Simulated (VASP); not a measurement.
Input of a VASP 6.6.1 run:

File INCAR:

```
  PREC = Accurate
  ENCUT = 450
  EDIFF = 1E-7
  ISMEAR = 0
  SIGMA = 0.05
  LREAL = F
  LASPH = T
  NELM = 120
  ALGO = Normal
  ISIF = 2
  LWAVE = F
  LCHARG = F
  GGA = CA
  IBRION = 2
  NSW = 50
  EDIFFG = -0.01
  GGA_COMPAT = F
  NELMIN = 4
```

KPOINTS

```
regular mesh
0
Gamma
  10 10 10
```

Contents of POSCAR:

```
InP
1.0
    0.0000000000      2.9134905978      2.9134905978
    2.9134905978      0.0000000000      2.9134905978
    2.9134905978      2.9134905978      0.0000000000
In P
1 1
Direct
    0.0000000000      0.0000000000      0.0000000000
    0.7500000000      0.7500000000      0.7500000000
```

Potentials or basis: VASP PAW LDA potentials, release 64 (In_d, P).

Launch:

```console
$ cat potpaw_LDA.64/In_d/POTCAR potpaw_LDA.64/P/POTCAR > POTCAR
$ mpirun -np 1 vasp_std > vasp.out
```

What does it give for the band gap on the k mesh?

0.61 eV.

Final structure:
```
CELL_PARAMETERS angstrom
0.00000 2.91349 2.91349
2.91349 0.00000 2.91349
2.91349 2.91349 0.00000
ATOMIC_POSITIONS crystal
In 0.00000 0.00000 0.00000
P 0.75000 0.75000 0.75000
```

Caveat: the relaxation stopped at its first step, so nothing moved; semilocal functionals underestimate gaps, and a narrow one can read as zero; spin-orbit coupling is left out, which moves the levels of the heavy elements.

**The experiment to reproduce.**

A printed reference work, data compilation reports, for a bulk crystal of InP at 1.6 K: band gap 1.4236 eV (direct).

A measured gap of InP is 1.4236 eV (direct; 1.6 K; a printed reference work, data compilation); the calculated 0.61 eV misses it by -0.82 eV. Spin-orbit coupling on In is left out. The value is that of LDA, without temperature or zero-point motion. Semilocal functionals fall short of measured gaps as a rule.
